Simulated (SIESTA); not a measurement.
Ni in SIESTA: convergence with k mesh

The system is Ni.

```
Ni
1.0
     0.01655    1.75725    1.76824
     1.71912    0.01633    1.76846
     1.71447    1.75283    0.02098
Ni
1
Direct
  0.00651 0.01144 0.96710
```

The cell isn't the ideal one: cell strained at random at fixed volume.

```yaml
Program: SIESTA 5.4.2
Task: single point
Functional: PBEsol
Potentials_or_basis: PseudoDojo 0.4 standard (PBEsol files)
Basis: DZP (energy shift 0.003 Ry; two zetas on semicore shells)
Grid_cutoff: 800 Ry
Energy_shift: 0.003 Ry
k_mesh: 3 × 3 × 3
Occupations: fermi-dirac, width 0.05 eV
Spin: collinear spin, ferromagnetic start
Starting_moments: "[1.0] μB"
```

These are the settings of the first run; the series varies k mesh, with any setting tied to it.

Hardware: 1 thread of Intel(R) Xeon(R) Platinum 8259CL CPU @ 2.50GHz (Skylake/Cascade Lake), on a shared host.

```
      k mesh  energy less the tightest run, at zero smearing (meV/atom)  pressure (GPa)  largest site moment (μB)  SCF cycles  CPU time (s)  peak memory (GiB)
   3 × 3 × 3                                                     116.85            6.20                      1.11          13            30               0.21
   5 × 5 × 5                                                      76.22            1.56                      1.00          12            33               0.21
   7 × 7 × 7                                                      10.24           -3.34                      0.48          40            97               0.21
   9 × 9 × 9                                                      -5.58           -3.59                      0.51          15            57               0.21
11 × 11 × 11                                                      -1.18           -3.11                      0.58          13            70               0.21
13 × 13 × 13                                                      -3.06           -2.82                      0.63          11            82               0.21
16 × 16 × 16                                                       0.00           -2.95                      0.60          12           140               0.21
```

Not settled before the last step: the energy (to 1 meV/atom), the pressure (to 0.1 GPa), the largest site moment (to 0.02 μB). Meshes of other sizes hit other points, so gaps and Fermi surfaces needn't settle smoothly. The tightest run that finished is the yardstick and may itself not be fully converged.

Caveat, for the tightest run too: short orbitals over semicore shells can move pressures by several GPa; the basis of atomic orbitals isn't converged, which shifts pressures, moduli and gaps.
